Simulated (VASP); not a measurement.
# KZnF₃, self-consistent run: which settings are enough?

KZnF₃, Pm-3m (no. 221), 5 atoms in the cell. LDA; PAW potentials Zn, K_sv, F (LDA set). VASP 6.6.1.

Wanted: energy within 0.2 meV/atom; levels at the zone centre within 0.003 eV.

What the run is for: comparing ways to start; Accuracy asked: tight.

Levels at the zone centre: counted from the valence top at that point.

POSCAR:
```
KZnF3
1.0
    4.0500000000      0.0000000000      0.0000000000
    0.0000000000      4.0500000000      0.0000000000
    0.0000000000      0.0000000000      4.0500000000
Zn K F
1 1 3
Direct
    0.5000000000      0.5000000000      0.5000000000
    0.0000000000      0.0000000000      0.0000000000
    0.5000000000      0.0000000000      0.5000000000
    0.0000000000      0.5000000000      0.5000000000
    0.5000000000      0.5000000000      0.0000000000
```

## How the run starts (with a second run first, the time holds both)

| How the run starts (with a second run first, the time holds both) | Energy less reference (meV/atom) | Levels at the zone centre, largest deviation (eV) | Time (s) |
|---|---|---|---|
| from scratch: 15 SCF iterations | 0.00 | 0.0000 | 28 |
| density of a coarse mesh (ICHARG 1): 15 + 8 SCF iterations | 0.00 | 0.0003 | 22 |
| orbitals of a lower cutoff (ISTART 1): 16 + 6 SCF iterations | 0.00 | 0.0002 | 34 |
| orbitals of a loose run: 12 + 4 SCF iterations | 0.00 | 0.0004 | 22 |

## Question

For each series: keep the first row unless others stay within half of the tolerance and take at least 30 % less time, and then take the fastest.

## Answer

- How the run starts (with a second run first, the time holds both): from scratch: 15 SCF iterations

The chosen settings are those of the reference run.

Values of the reference run: Levels at the zone centre: 0, 0, 5.395 eV from the valence top at Gamma.

## The input

INCAR:
```
GGA = CA
ISMEAR = 0
SIGMA = 0.03
LWAVE = F
LCHARG = F
ISIF = 2
PREC = Accurate
LASPH = T
LREAL = F
ALGO = Normal
EDIFF = 1E-6
NELM = 120
GGA_COMPAT = F
ENCUT = 520
EFERMI = MIDGAP
```

KPOINTS:
```
k-points
0
Gamma
  6 6 6
```

Commands:
```
cat potpaw_LDA.64/Zn/POTCAR potpaw_LDA.64/K_sv/POTCAR potpaw_LDA.64/F/POTCAR > POTCAR
mpirun -np 1 vasp_std > vasp.out
```

The chosen input took VASP 6.6.1 28 s on 1 core (Intel Xeon Platinum 8259CL @ 2.50GHz (Skylake/Cascade Lake)), a shared host.

## An input that fails: restart asked without its files

VASP's message: ERROR: charge density could not be read from file CHGCAR for ICHARG>10.

Changes against the starting input:
```
- NELM = 120
+ NELM = 60
+ ICHARG = 11
```
